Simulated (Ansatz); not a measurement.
Wanted: the native input for an Ansatz 0.2.0 run.

```yaml
Task: single point
Functional: PBE
Potentials_or_basis: Ansatz PAW
Cutoff: "420 eV (not typed: the program's choice for these potentials)"
k_mesh: 11 × 11 × 11
Occupations: gaussian, width 0.016 eV
Spin: no spin polarisation
```

The system is NbP.

```xyz
4
Lattice="-1.6749 1.6749 5.7401 1.6749 -1.6749 5.7401 1.6749 1.6749 -5.7401" Properties=species:S:1:pos:R:3 pbc="T T T"
Nb    1.6749    0.0000    2.8687
Nb    0.0000    0.0000    5.7387
P     0.0000    1.6749    3.8200
P     0.0000    0.0000    0.9500
```

The cell is a database's computed one.

The input as run:

input.yaml

```yaml
crystal:
  lattice:
    - [-1.6749232544, 1.6749232544, 5.7401081759]
    - [1.6749232544, -1.6749232544, 5.7401081759]
    - [1.6749232544, 1.6749232544, -5.7401081759]
  atoms:
    - { symbol: Nb, position: [0.2498808, 0.7498808, 0.5] }
    - { symbol: Nb, position: [0.4998808, 0.4998808, 0.0] }
    - { symbol: P, position: [0.83274777, 0.33274777, 0.5] }
    - { symbol: P, position: [0.08274777, 0.08274777, 0.0] }
hamiltonian:
  xc: pbe
  pseudopotentials: { kind: paw }
kpoints:
  mp_grid: { grid: [11, 11, 11] }
scf:
  occupations: { method: gaussian, width: 0.016 }
output:
  forces: true
  stress: true
  eigenvalues: true
  write_density: true
  write_potential: true
  elf: true
  volumetric_format: npy
```

Potentials or basis: Ansatz PAW.

Command:

```console
$ ansatz run input.yaml --threads 2 --pin off --max-ram 5632MiB --backend cpu --events-out ev --progress --plain --runs-dir out
```

Results of the run:

```
Pressure               : -1.1 GPa
Largest force          : 0.020 eV/Å
Band gap on the k mesh : none (metal or under the smearing width)
```

It took 6 s on 2 threads of Intel(R) Xeon(R) 6975P-C (Granite Rapids) (shared host), peak memory 0.53 GiB.
